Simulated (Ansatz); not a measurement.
# ZrN: the cost of one run

Program: Ansatz 0.2.0. Level of theory: DFT PBE, scalar-relativistic, plane waves, PAW. These are calculated values, not measurements.

4 further runs of the same task are left out: 4 set aside as unsound or not needed.

**1. The structure to begin with**

The structure is cubic, space group Fm-3m (No. 225). Conventional cell: a = 4.596 Å, b = 4.596 Å, c = 4.596 Å, α = 90.00°, β = 90.00°, γ = 90.00°. Zr (site symmetry m-3m) is surrounded by 6 N at 2.30 Å. N (site symmetry m-3m) is surrounded by 6 Zr at 2.30 Å.

As a file:

```cif
data_structure
_symmetry_space_group_name_H-M 'P 1'
_symmetry_Int_Tables_number 1
_cell_length_a 3.2497
_cell_length_b 3.2497
_cell_length_c 3.2497
_cell_angle_alpha 60.000
_cell_angle_beta 60.000
_cell_angle_gamma 60.000
_cell_volume 24.27
loop_
_atom_site_label
_atom_site_type_symbol
_atom_site_fract_x
_atom_site_fract_y
_atom_site_fract_z
_atom_site_occupancy
Zr1 Zr 0.00000 0.00000 0.00000 1
N1 N 0.50000 0.50000 0.50000 1
```

This cell was relaxed beforehand with the same method: volume 12.13 Å³/atom, gap on the mesh none (metal).

**2. Relaxing at 40 GPa**

At a set pressure the run lowers the enthalpy E + PV, so the energy alone may rise along the way.

Contents of input.yaml:

```yaml
crystal:
  lattice:
    - [0.0, 2.2978528914, 2.2978528914]
    - [2.2978528914, 0.0, 2.2978528914]
    - [2.2978528914, 2.2978528914, 0.0]
  atoms:
    - { symbol: Zr, position: [0.0, 0.0, 0.0] }
    - { symbol: "N", position: [0.5, 0.5, 0.5] }
basis:
  ecutwfc: 420
kpoints:
  mp_grid: { grid: [16, 16, 16] }
hamiltonian:
  xc: pbe
scf:
  occupations: { method: fermi_dirac, width: 0.15 }
output:
  forces: true
  stress: true
  eigenvalues: true
relax:
  adjacent_minimum: "off"
  f_tol: 0.001
  max_steps: 60
  cell: { stress_tol: 0.02, p_target: 40.0 }
```

Launch:

```
$ ansatz run input.yaml --threads 1 --pin off --max-ram 3072MiB --backend cpu --events-out ev --progress --plain --runs-dir out
```

What time and memory should one allow on 1 thread of Intel Xeon at 2.70GHz, shared host?

About 30 s, with a peak of 0.38 GiB.
